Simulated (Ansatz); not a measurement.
Crystal: Co.

```
CELL_PARAMETERS angstrom
2.47200 0.00000 0.00000
-1.23600 2.14081 0.00000
0.00000 0.00000 4.02114
ATOMIC_POSITIONS crystal
Co 0.66667 0.33333 0.75000
Co 0.33333 0.66667 0.25000
```

Base run:

| Item | Value |
| --- | --- |
| Program | Ansatz 0.2.0 |
| Functional | PBE |
| Potentials or basis | Ansatz PAW |
| Cutoff | 420 eV (not typed: the program's choice for these potentials) |
| k mesh | 12 × 12 × 7 |
| Occupations | fermi-dirac, width 0.05 eV |
| Spin | no spin polarisation |

Its results: band gap on the k mesh none (metal or under the smearing width); pressure -7.0 GPa.

Q: The run is repeated on the same cell with these changes: spin from no spin polarisation to collinear spin, random start. What comes out?

A: Band gap on the k mesh none (metal or under the smearing width); pressure 4.7 GPa; net moment -3.21 μB per cell; site moments Co -1.68 μB.

Caveats: the starting moments weren't kept (some runs).
